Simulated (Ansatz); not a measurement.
## Ga2O3 (C2/m):Ge_Ga, thermodynamic levels from a 120-atom cell

Charge states of Ge_Ga in Ga2O3 (C2/m), set against the band edges. Model: a cell of 120 host atoms with 1 Ga taken out and 1 Ge put in.

Method: place-levels on r2SCAN runs: charge-transition levels and formation energies with image-charge correction and potential alignment at the atomic sites; PAW set soft_1, in Ansatz 0.2.0.

**What experiment says.**

“Cd acceptors in Ga2O3, an atomistic view” (2019, arxiv:1908.09569) quotes from earlier work for Ga2O3, beta, monoclinic (bulk crystal): band gap (experimental band gap) 4.85 eV [literature value quoted in passing for comparison with DFT; polarization and direct or …].

Report form: the programs' logs are mostly left out.

In doubt: warnings of the run leave room for a lower electronic state (in some of the runs), so energies may not be the lowest and differences between runs may mislead.

### Step 1. Set-up

The cell holds 120 atoms: 47 Ga, 72 O and 1 Ge. Cell: a = 12.253 Å, b = 9.117 Å, c = 11.616 Å, α = 90.0°, β = 103.8°, γ = 90.0°. It derives from Ga2O3 (space group C2/m). Nearest the centre at fractional (0.591, 0.500, 0.397): Ge48 at 0.00 Å, O78 at 1.83 Å, O90 at 1.84 Å, O50 at 1.84 Å, O56 at 1.87 Å, Ga88 at 3.04 Å, Ga8 at 3.04 Å, Ga42 at 3.28 Å.

Screening for the image-charge correction: ε∞ = (4.07, 4.18, 4.18), ε0 = principal values (10.78, 10.83, 13.86), computed on the host (DFPT, PBEsol, on the r2SCAN cell), and a cell off the functional's own equilibrium shifts the ionic part.

The cell's shortest repeat is 9.1 Å.

### Step 2. What was run first

A transition level is the Fermi level at which two charge states cost the same, so each charge needs its own total energy, at its own relaxed structure.

Random displacements of about 0.05 Å break the site symmetry at the start, so that the relaxation can reach a distorted minimum if there is one. Forces are taken at one point at (¼, ¼, ¼). The cell holds 1 electron more than the neutral one, with a uniform background that keeps it neutral on the whole.

The sampling was tested on the host first: at the k-points planned (1x1x1 shifted 0.25 0.25 0.25) its energy lies 0.000 eV an atom from the dense-mesh value, under the bound of 0.02 eV set for this test; that bounds the host's error, not the defect's.

One state's input; the others differ in charge, spin, start and seed, and in occupations where the table says so.

The input, qm1.relax/input.yaml:

```yaml
crystal:
  lattice:
    - [12.25319083, 0.0, -0.00523009]
    - [0.0, 3.03896096, 0.0]
    - [-1.38346229, 0.0, 5.64095242]
  atoms:
    - { symbol: Ga, position: [0.34129147, 0.0, 0.68554557] }
    - { symbol: Ga, position: [0.84129147, 0.5, 0.68554557] }
    - { symbol: Ga, position: [0.15870853, 0.5, 0.31445443] }
    - { symbol: Ga, position: [0.65870853, 0.0, 0.31445443] }
    - { symbol: Ga, position: [0.4094761, 0.5, 0.2051927] }
    - { symbol: Ga, position: [0.9094761, 0.0, 0.2051927] }
    - { symbol: Ga, position: [0.0905239, 0.0, 0.7948073] }
    - { symbol: Ga, position: [0.5905239, 0.5, 0.7948073] }
    - { symbol: O, position: [0.003746, 0.5, 0.74380369] }
    - { symbol: O, position: [0.503746, 0.0, 0.74380369] }
    - { symbol: O, position: [0.496254, 0.0, 0.25619631] }
    - { symbol: O, position: [0.996254, 0.5, 0.25619631] }
    - { symbol: O, position: [0.32666853, 0.5, 0.43647625] }
    - { symbol: O, position: [0.82666853, 0.0, 0.43647625] }
    - { symbol: O, position: [0.17333147, 0.0, 0.56352375] }
    - { symbol: O, position: [0.67333147, 0.5, 0.56352375] }
    - { symbol: O, position: [0.16419004, 0.0, 0.10911846] }
    - { symbol: O, position: [0.66419004, 0.5, 0.10911846] }
    - { symbol: O, position: [0.33580996, 0.5, 0.89088154] }
    - { symbol: O, position: [0.83580996, 0.0, 0.89088154] }
  supercell: [1, 3, 2]
  defects: [{ substitution: { at: 47, symbol: Ge } }]
total_charge: -1
basis:
  ecutwfc: 500
  xc_grid: 2
hamiltonian:
  xc: r2scan
  pseudopotentials: { kind: paw, azcp: { folder: soft_1 } }
kpoints:
  mp_grid: { grid: [1, 1, 1], shift: [0.25, 0.25, 0.25] }
scf:
  occupations: { method: fixed }
  max_iter: 100
output:
  forces: true
  charged_corrections:
    epsilon: [4.07, 4.18, 4.18]
    static_epsilon: [[11.02, 0.0, -0.83], [0.0, 10.83, 0.0], [-0.83, 0.0, 13.62]]
relax:
  f_tol: 0.02
  max_steps: 80
  random_displacement: { amplitude: 0.05, seed: 3141 }
checkpoint:
  write: "../qm1.relax.run"
  compress: false
  write_wavefunctions: true
  write_every: 100000
```

The run is started by

```bash
> ansatz run input.yaml --threads 32 --pin off --max-ram 56524MiB --backend cuda --events-out ev --progress --plain --runs-dir out --max-vram 78GiB
```

The relaxed structure is kept and the sampling changed to a 2×2×2 shifted mesh.

The run of this state that the levels use, under r2SCAN:

The input, qm1.point/input.yaml:

```yaml
crystal:
  checkpoint: "../qm1.relax.run"
  host: checkpoint
total_charge: -1
basis:
  ecutwfc: 500
  xc_grid: 2
hamiltonian:
  xc: r2scan
  pseudopotentials: { kind: paw, azcp: { folder: soft_1 } }
kpoints:
  mp_grid: { grid: [2, 2, 2], shift: [0.5, 0.5, 0.5] }
scf:
  occupations: { method: fermi_dirac, width: 0.01 }
  max_iter: 100
output:
  forces: true
  eigenvalues: true
  charged_corrections:
    epsilon: [4.07, 4.18, 4.18]
    static_epsilon: [[11.02, 0.0, -0.83], [0.0, 10.83, 0.0], [-0.83, 0.0, 13.62]]
    defect_position: [0.590524, 0.5, 0.397404]
  eigenstates: { localisation: true }
  populations: true
  band_densities: [{ bands: [v1, v1] }, { bands: [c1, c1] }]
  write_density: true
  write_potential: true
  volumetric_format: npy
checkpoint:
  read: "../qm1.relax.run"
  write: "../qm1.point.run"
  compress: false
  write_wavefunctions: false
  write_every: 100000
```

Relaxations under r2SCAN at one point at (¼, ¼, ¼); times on 1 × NVIDIA GB200 with 32 threads of Arm Neoverse V2, shared host:

| charge | moment (μB) | occupations | outcome | steps | largest displacement against the far atoms (Å) | time |
| --- | --- | --- | --- | --- | --- | --- |
| −1 | 0 | fixed | converged | 7 | 0.07 | 14 s |
| 0 | 1 | fixed | converged | 8 | 0.09 | 17 s |
| +1 | 0 | fixed | converged | 6 | 0.10 | 10 s |
| −1 | 2 | fixed | converged | 7 | 0.16 | 17 s |

Single points under r2SCAN at a 2×2×2 shifted mesh; times on 1 × NVIDIA GB200 with 32 threads of Arm Neoverse V2, shared host:

```
charge  moment (μB)  occupations    outcome   time
    −1            0  fermi-dirac  converged  7.7 s
     0            1  fermi-dirac  converged   17 s
    +1            0  fermi-dirac  converged  7.5 s
    −1            2  fermi-dirac  converged   16 s
```

Distances (Å) from Ge48 to the nearest atoms after relaxation with r2SCAN:

| charge | moment (μB) | 1. | 2. | 3. | 4. | 5. | 6. |
| --- | --- | --- | --- | --- | --- | --- | --- |
| −1 | 0 | O 1.77 | O 1.78 | O 1.78 | O 1.80 | Ga 3.05 | Ga 3.05 |
| −1 | 2 | O 1.85 | O 1.85 | O 1.85 | O 1.97 | Ga 3.02 | Ga 3.03 |
| 0 | 1 | O 1.76 | O 1.77 | O 1.77 | O 1.79 | Ga 3.05 | Ga 3.05 |
| +1 | 0 | O 1.76 | O 1.77 | O 1.77 | O 1.78 | Ga 3.05 | Ga 3.05 |

### Step 3. place-levels, r2SCAN

A charged cell interacts with its images and the background, and its potential has another zero than the host's. place-levels removes the first by a point-charge model, screened by the static dielectric constant since the ions have relaxed around the charge, and the second by comparing potentials at atoms far from the defect.

The host is a run of the defect-free crystal in the same cutoffs, grids and k-points, so that basis and sampling errors cancel in part in the differences. Its band edges come from a run of the primitive cell that searches the zone for them. The host is run in a cell of 20 atoms on a matching mesh. Chemical potentials are energies per atom of Ga (alpha-Ga (Cmce)) and Ge (diamond), run with the same functional and cutoff.

The input, levels.point.yaml:

```yaml
host:
  run: host.point.run
  levels_from: { run: edges.point.run }
states: [qm1.point.run, q0_M1.point.run, qp1.point.run, qm1_M2.point.run]
geometry_from:
  qm1.point.run: qm1.relax.run
  q0_M1.point.run: q0_M1.relax.run
  qp1.point.run: qp1.relax.run
  qm1_M2.point.run: qm1_M2.relax.run
  host.point.run: host.relax.run
chemical_potentials:
  Ga:
    energy: -3790.270342
    dataset: <sha256 of the dataset>
  Ge:
    energy: -4302.915218
    dataset: "<sha256 of the dataset>"
epsilon: [4.07, 4.18, 4.18]
static_epsilon:
  - [11.02, 0.0, -0.83]
  - [0.0, 10.83, 0.0]
  - [-0.83, 0.0, 13.62]
vertical:
  - { from: qm1.point.run, to: qm1.point_neutral.run }
  - { from: qp1.point.run, to: qp1.point_neutral.run }
  - { from: qm1_M2.point.run, to: qm1_M2.point_neutral.run }
```

The run is started by

```bash
> ansatz place-levels levels.point.yaml -- --threads 32 --pin off --max-ram 56524MiB --backend cuda --max-vram 78GiB
```

Elapsed: 0.52 s, on 32 threads of Arm Neoverse V2, shared host.

Levels between the charges placed, in eV above the valence top:

```
        gap (eV)  (+1/0)  (0/−1)
r2SCAN      3.04    3.05    3.05
```

Corrections by state:

| charge | moment (μB) | image terms and alignment (eV) | band filling (eV) | ε used | over the lowest of its charge, as the program ranks them, band filling apart (eV) |
| --- | --- | --- | --- | --- | --- |
| +1 | 0.0 | 0.172 | - | principal values (10.78, 10.83, 13.86) | 0.000 |
| 0 | 1.0 | 0.000 | -0.550 | - | 0.000 |
| −1 | 0.0 | 0.037 | -1.317 | principal values (10.78, 10.83, 13.86) | 0.000 |
| −1 | 2.0 | 0.072 | - | principal values (10.78, 10.83, 13.86) | 0.769 |

The charged structures listed were also run neutral, and place-levels reads from each pair, by the potential or the spins, how wide the charge is by which they differ; that can be the carrier of either run.

| charge | rms radius (Å) | spread where it is widest against the cell (Å) | wide from (Å) | reading |
| --- | --- | --- | --- | --- |
| +1 | 6.9 | 3.62 | 1.58 | wide |
| −1 | 6.8 | 3.57 | 1.58 | wide |

The neutral runs of these pairs need not share the spin of the lowest neutral state, and very wide values only mean spread over the cell.

From the program's caveats on the states, each cut to its opening words:

- charge +1, −1: it parts from the run at its places by a charge that spreads by about 3.6 Å along one vector (1.6 Å or more is wide), by its potential at epsilon [4.07, 4.18, [...]
- charge 0 (1 μB): a band-filling correction moves a carrier to the host's band edge, which changes its energy by -0.550 eV
- charge 0 (1 μB): its moments are held at its close (magnetization.spin_locking), by a field of 0.062 eV a Bohr magneton, and its energy and levels are of the state that this [...]
- charge 0 (1 μB), −1 (2 μB): flagged: stability check not made
- charge −1: a band-filling correction moves a carrier to the host's band edge, which changes its energy by -1.317 eV
- charge −1: its alignment with the host at atomic sites is doubtful: the mean over the far sites moves by -0.0620 eV from their farther parts to their nearer, more than [...]
- charge −1 (2 μB): it parts from the run at its places by a charge that spreads by about 4.7 Å along one vector (2.1 Å or more is wide), by its potential at epsilon [4.07, 4.18, [...]
- charge −1 (2 μB): its displacements don't fall off away from the defect: farther atoms stand 0.013 Å off the host's places
- charge −1 (2 μB): its moments are held at its close (magnetization.spin_locking), by a field of 0.241 eV a Bohr magneton, and its energy and levels are of the state that this [...]

Formation energies (eV), elemental references (Δμ(Ga) = 0.00 eV, Δμ(Ge) = 0.00 eV):

```csv
charge,Fermi level at the valence top,at the conduction bottom
+1,-1.14,1.90
0,1.91,1.91
−1,4.97,1.93
```

### Step 4. The same at the relaxations' own k-points

The relaxations' own energies give the levels at their sampling, for comparison.

The input, levels.relax_mesh.yaml:

```yaml
host:
  run: host.relax.run
  levels_from: { run: edges.relax.run }
states: [qm1.relax.run, q0_M1.relax.run, qp1.relax.run, qm1_M2.relax.run]
chemical_potentials:
  Ga:
    energy: -3790.270342
    dataset: <sha256 of the dataset>
  Ge:
    energy: -4302.915218
    dataset: "<sha256 of the dataset>"
```

The run is started by

```bash
> ansatz place-levels levels.relax_mesh.yaml -- --threads 32 --pin off --max-ram 56524MiB --backend cuda --max-vram 78GiB
```

Elapsed: 0.17 s, on 32 threads.

Levels between neighbouring charges, in eV above the valence top:

```csv
,gap (eV),(+1/0),(0/−1)
"one point at (¼, ¼, ¼)",3.04,3.05,3.05
a 2×2×2 shifted mesh,3.04,3.05,3.05
```

Going from one point at (¼, ¼, ¼) to a 2×2×2 shifted mesh moves formation energies against the elements by up to 0.00 eV; band-filling terms, which differ between samplings, are in these energies.

### Step 5. Results

| Quantity | Value |
| --- | --- |
| gap of the host | 3.04 eV (r2SCAN) |
| level (plus 1/0) | 3.05 eV above the valence top, past the conduction bottom, not a change between lowest states (3.60 eV above the valence top without the band-filling term) |
| level (0/minus 1) | 3.05 eV above the valence top, past the conduction bottom, not a change between lowest states (3.82 eV above the valence top without the band-filling term) |
| lowest of the charges placed, just above the valence top (0.02 eV) | +1 |
| lowest of the charges placed, just below the conduction bottom (0.02 eV) | +1 |
| lowest formation energy at mid-gap of the charges run, elemental references | 0.38 eV |

Of the charges placed (−1, 0 and +1), +1 is the lowest from 0.02 eV above the valence top to 0.02 eV below the conduction bottom, a gap of 3.04 eV. Charges above +1 were not placed, so these runs say nothing of levels that involve them. States placed: +1 at 0 μB; 0 at 1 μB; −1 at 0 μB and 2 μB. Other spin states or structures, where not listed, weren't placed. The program finds carriers beyond a band edge of the host and adds a band-filling term at charge −1 (-1.32 eV) and 0 (-0.55 eV); steps to such a charge show no bound level, and a defect level inside a band would be read the same way. Ge is taken at its element; compounds, which aren't counted here, bound the chemical potentials and would shift these formation energies. Going from one point at (¼, ¼, ¼) to a 2×2×2 shifted mesh moves formation energies against the elements by up to 0.00 eV; band-filling terms, which differ between samplings, are in these energies. The program doubts the alignment of potentials for at least one state, a sign that the cell is small. What this leaves open: r2SCAN makes the gap too small and tends to spread out bound carriers; where a gas molecule sets a chemical potential or the host's formation energy, its binding is uncorrected.

Calculation against experiment:

```
                             quantity  measured           r2SCAN
band gap (least gap of the host) (eV)      4.85  3.04 (-1.81 eV)
```

Measured values from arxiv:1908.09569 (2019).

**Verdict.** The band gap is off by -1.81 eV. Local and semilocal functionals usually give gaps below the measured ones. Zero-point and thermal motion shift the measured gap.

[Logs are printed without paths, hosts, clocks, repeated set-up lines and the standing remarks that a program may print on its own settings, such as how far it seeks lower states.]

[Hosts, paths, dates, database ids (printed as entryN), source tags and the programs' standing remarks are cut or masked in the printed files.]

[Where a table of states has a column of steps, it counts the stored structures, which are thinned; the runs took as many ionic steps or more.]

[A defect's name tells the site on which it was built; relaxed atoms can leave that site.]

[For some hosts the program warned that the k-mesh of the response run may be too coarse for force constants and the static dielectric constant; such warnings are not shown here.]
